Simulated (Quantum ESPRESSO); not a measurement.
Set up this calculation in Quantum ESPRESSO 7.5, as the native input.

- Task: dielectric tensor
- Functional: BLYP
- Potentials or basis: PseudoDojo 0.4.1 SR PBE standard
- Cutoff: 1143 eV
- Density cutoff: 4572 eV
- k mesh: 6 × 6 × 6, shifted
- Occupations: fermi-dirac, width 0.05 eV
- Spin: no spin polarisation
- Mixing beta: 0.5
- Most SCF iterations: 120
- SCF threshold: 1e-09 Ry

BaTiO3:

```
Ba Ti O
1.0
     4.00600    0.00000    0.00000
     0.00000    4.00600    0.00000
     0.00000    0.00000    4.00600
Ba Ti O
1 1 3
Direct
  0.50000 0.50000 0.50000
  0.00000 0.00000 0.00000
  0.00000 0.00000 0.50000
  0.00000 0.50000 0.00000
  0.50000 0.00000 0.00000
```

The input as run:

pw.in

```
&CONTROL
  calculation = 'scf'
  prefix = 'pwscf'
  outdir = './tmp'
  pseudo_dir = './pseudo'
  tprnfor = .true.
  tstress = .true.
  disk_io = 'low'
/
&SYSTEM
  ibrav = 0
  A = 4.006
  nat = 5
  ntyp = 3
  ecutwfc = 84
  nbnd = 28
  input_dft = 'blyp'
  occupations = 'smearing'
  smearing = 'fd'
  degauss = 0.00367493
/
&ELECTRONS
  conv_thr = 1d-09
  electron_maxstep = 120
  mixing_beta = 0.5
/
ATOMIC_SPECIES
Ba   137.3270 Ba.upf
Ti    47.8670 Ti.upf
O     15.9990 O.upf
CELL_PARAMETERS alat
   1.0000000000    0.0000000000    0.0000000000
   0.0000000000    1.0000000000    0.0000000000
   0.0000000000    0.0000000000    1.0000000000
ATOMIC_POSITIONS alat
Ba     0.5000000000    0.5000000000    0.5000000000
Ti     0.0000000000    0.0000000000    0.0000000000
O      0.0000000000    0.0000000000    0.5000000000
O      0.0000000000    0.5000000000    0.0000000000
O      0.5000000000    0.0000000000    0.0000000000
K_POINTS automatic
6 6 6 1 1 1
```

gamma.in

```
&CONTROL
  calculation = 'bands'
  prefix = 'pwscf'
  outdir = './tmp'
  pseudo_dir = './pseudo'
  disk_io = 'low'
  verbosity = 'high'
/
&SYSTEM
  ibrav = 0
  A = 4.006
  nat = 5
  ntyp = 3
  ecutwfc = 84
  nbnd = 28
  input_dft = 'blyp'
  occupations = 'smearing'
  smearing = 'fd'
  degauss = 0.00367493
/
&ELECTRONS
  conv_thr = 1d-08
  electron_maxstep = 120
  mixing_beta = 0.5
  diago_full_acc = .true.
  startingwfc = 'random'
/
ATOMIC_SPECIES
Ba   137.3270 Ba.upf
Ti    47.8670 Ti.upf
O     15.9990 O.upf
CELL_PARAMETERS alat
   1.0000000000    0.0000000000    0.0000000000
   0.0000000000    1.0000000000    0.0000000000
   0.0000000000    0.0000000000    1.0000000000
ATOMIC_POSITIONS alat
Ba     0.5000000000    0.5000000000    0.5000000000
Ti     0.0000000000    0.0000000000    0.0000000000
O      0.0000000000    0.0000000000    0.5000000000
O      0.0000000000    0.5000000000    0.0000000000
O      0.5000000000    0.0000000000    0.0000000000
K_POINTS crystal
1
0.0 0.0 0.0 1
```

scf2.in

```
&CONTROL
  calculation = 'scf'
  prefix = 'pwscf'
  outdir = './tmp'
  pseudo_dir = './pseudo'
  tprnfor = .true.
  tstress = .true.
  disk_io = 'low'
/
&SYSTEM
  ibrav = 0
  A = 4.006
  nat = 5
  ntyp = 3
  ecutwfc = 84
  nbnd = 28
  input_dft = 'blyp'
  occupations = 'fixed'
/
&ELECTRONS
  conv_thr = 1d-13
  electron_maxstep = 120
  mixing_beta = 0.5
  startingpot = 'file'
/
ATOMIC_SPECIES
Ba   137.3270 Ba.upf
Ti    47.8670 Ti.upf
O     15.9990 O.upf
CELL_PARAMETERS alat
   1.0000000000    0.0000000000    0.0000000000
   0.0000000000    1.0000000000    0.0000000000
   0.0000000000    0.0000000000    1.0000000000
ATOMIC_POSITIONS alat
Ba     0.5000000000    0.5000000000    0.5000000000
Ti     0.0000000000    0.0000000000    0.0000000000
O      0.0000000000    0.0000000000    0.5000000000
O      0.0000000000    0.5000000000    0.0000000000
O      0.5000000000    0.0000000000    0.0000000000
K_POINTS automatic
6 6 6 1 1 1
```

ph.in

```
dielectric of BaTiO3
&INPUTPH
  prefix = 'pwscf'
  outdir = './tmp'
  tr2_ph = 1d-18
  fildyn = 'dyn'
  niter_ph = 90
  alpha_mix(1) = 0.7
  epsil = .true.
  trans = .false.
  zeu = .true.
/
0.0000000000 0.0000000000 0.0000000000
```

Potentials or basis: PseudoDojo 0.4.1 SR PBE standard.

Command:

```sh
$ OMP_NUM_THREADS=1 pw.x -in pw.in > pw.out
$ OMP_NUM_THREADS=1 pw.x -in gamma.in > gamma.out
$ OMP_NUM_THREADS=1 pw.x -in scf2.in > scf2.out
$ OMP_NUM_THREADS=1 ph.x -in ph.in > ph.out
```

Results of the run:

```json
{"Pressure": "8.0 GPa", "Electronic dielectric tensor (diagonal)": "6.47", "Born charges (mean of the diagonal)": "Ba +2.74; Ti +7.33; O -3.35 e"}
```

Caveat: the potentials were made for another functional, which shifts forces and pressure; this release of the barium file is off; the cell is more than 3 GPa from zero pressure, which shifts response properties.

It took 14 min on 1 thread of Intel(R) Xeon(R) Processor @ 2.50GHz (Skylake/Cascade Lake) (shared host), peak memory 0.11 GiB.
